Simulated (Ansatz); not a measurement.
A vibration from a frozen displacement in Ta2N

The calculation used DFT PBE, scalar-relativistic, plane waves, PAW (Ansatz 0.2.0). Cutoff 420 eV, Γ-centred 18×18×10 k-points, Gaussian smearing of 0.15 eV. Spin–orbit coupling is left out, which matters for the heavy elements here. No spin polarisation. Energies are free energies at this smearing, counted from the undisturbed cell; pressure is positive in compression.

The starting cell (relaxed at this level; it needn't be the usual structure):

```
Ta N
1.0
     3.10114    0.00000    0.00000
    -1.55057    2.68567    0.00000
     0.00000    0.00000    4.88189
Ta N
2 1
Cartesian
  1.5506 0.8952 3.6365
  0.0000 1.7904 1.2453
  0.0000 0.0000 0.0000
```

Every Ta atom is moved by x along the Cartesian unit vector (0.000, -0.599, -0.800); the cell and all other atoms stay fixed. The cell's volume is 40.66 Å³; the moved atoms weigh 361.896 u together and the others 14.007 u.

| x (Å) | ΔE (meV/cell) | total force on the moved atoms along the move (eV/Å) | pressure (GPa) |
| --- | --- | --- | --- |
| -0.1000 | 71.05 | 1.4322 | 0.9331 |
| -0.0500 | 17.65 | 0.7077 | 0.2386 |
| 0.0000 | 0.00 | 0.0000 | 0.0079 |
| 0.0750 | 39.83 | -1.0668 | 0.5275 |

Task: What frequency belongs to this motion?

Result: The force constant is k = −dF/dx = 14.182 eV/Å², from the parabola through x = -0.0500, 0 and 0.0750. In every cell the moved atoms swing against the rest, so the mass is μ = m₁m₂/(m₁ + m₂) = 13.485 u, and ν̃ = 521.5 cm⁻¹ × √(|k|/μ) = 535 cm⁻¹. The pattern needn't be a normal mode: ν̃² is then a weighted mean of the squared nonzero frequencies at the zone centre of this cell, so it lies between the lowest and the highest of them.

Task: How far does the harmonic law reach?

Result: At x = -0.100 Å, kx²/2 = 70.91 meV against the computed 71.05 meV (+0.2 %): the well is still close to harmonic there.

In a metal these slopes depend on the k mesh and the smearing.

Cost: 4 runs of about 4 core-minutes in all, on Intel Xeon Platinum 8259CL (Skylake/Cascade Lake) (shared hosts).

The restoring force at 535 cm⁻¹ belongs essentially to nitrogen rattling in its octahedral cage of tantalum. The heavy sublattice barely moves, so the light N mass and the stiff Ta–N contacts, with their mixed Ta 5d–N 2p covalency and short-range repulsion, set the high frequency.

Nitrogen sits on an inversion centre, so the rigid motion of Ta against N contains only odd-parity optical modes. The tilted direction mixes the one along the c axis with the degenerate in-plane pair, and the value must lie between those two frequencies; their splitting remains undetermined. The same symmetry forbids a cubic term, which helps keep the well so nearly harmonic.

The pressure rises with displacement in either direction, which means that the force constant falls as the cell expands, the usual sign for a bond-stretching vibration. The positive curvature shows stability against this displacement only, and says nothing about the even-parity modes, in which the Ta atoms move against each other.
